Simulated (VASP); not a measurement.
# GaP: single point with PBE

The system is GaP.

```
Ga P
1.0
     5.50512    5.50512   -5.50512
    -5.50512   -5.50512   -5.50512
    -5.50512    5.50512    5.50512
Ga P
16 16
Direct
  0.25000 0.50000 0.25000
  0.50000 0.25000 0.25000
  0.75000 0.00000 0.25000
  0.75000 0.50000 0.75000
  0.00000 0.50000 0.50000
  0.25000 0.25000 0.50000
  0.50000 0.00000 0.50000
  0.75000 0.75000 0.50000
  0.00000 0.75000 0.25000
  0.50000 0.50000 0.00000
  0.75000 0.25000 0.00000
  0.00000 0.25000 0.75000
  0.25000 0.00000 0.75000
  0.50000 0.75000 0.75000
  0.00000 0.00000 0.00000
  0.25000 0.75000 0.00000
  0.25000 0.50000 0.00000
  0.50000 0.25000 0.00000
  0.75000 0.00000 0.00000
  0.75000 0.50000 0.50000
  0.00000 0.50000 0.25000
  0.25000 0.25000 0.25000
  0.50000 0.00000 0.25000
  0.75000 0.75000 0.25000
  0.00000 0.75000 0.00000
  0.50000 0.50000 0.75000
  0.75000 0.25000 0.75000
  0.00000 0.25000 0.50000
  0.25000 0.00000 0.50000
  0.50000 0.75000 0.50000
  0.00000 0.00000 0.75000
  0.25000 0.75000 0.75000
```

The cell is a database's computed one.

The cell isn't the ideal one: the perfect crystal in a cell of 32 atoms.

```yaml
Program: VASP 6.6.1
Task: single point
Functional: PBE
Potentials_or_basis: VASP PAW PBE potentials, release 64 (Ga_d, P)
Cutoff: 520 eV
k_mesh: 1 × 1 × 1
Occupations: gaussian, width 0.01 eV
Spin: no spin polarisation
Dipole_correction: no
Further_INCAR_settings: LREAL = Auto; ALGO = Fast; EDIFF = 1e-06; NBANDS = 166
```

```yaml
Pressure: 0.6 GPa
Band_gap_on_the_k_mesh: 1.56 eV
```

Levels at points of the mesh, in eV from the valence-band top:
| k point | band 140 | band 141 | band 142 | band 143 | band 144 | band 145 | band 146 | band 147 | band 148 | band 149 |
| --- | --- | --- | --- | --- | --- | --- | --- | --- | --- | --- |
| (0.00, 0.00, 0.00) | -1.16 | -1.16 | 0.00 | 0.00 | 0.00 | 1.56 | 1.68 | 1.68 | 1.68 | 1.81 |

Wall time 6.6 min on 1 thread of Intel(R) Xeon(R) Platinum 8259CL CPU @ 2.50GHz (Skylake/Cascade Lake), on a shared host, peak memory 0.73 GiB.

Caveat: the k mesh is coarse (spacing up to 0.81 Å⁻¹), so the values aren't converged; an odd mesh through Γ misses points on the zone boundary, where band edges often lie.
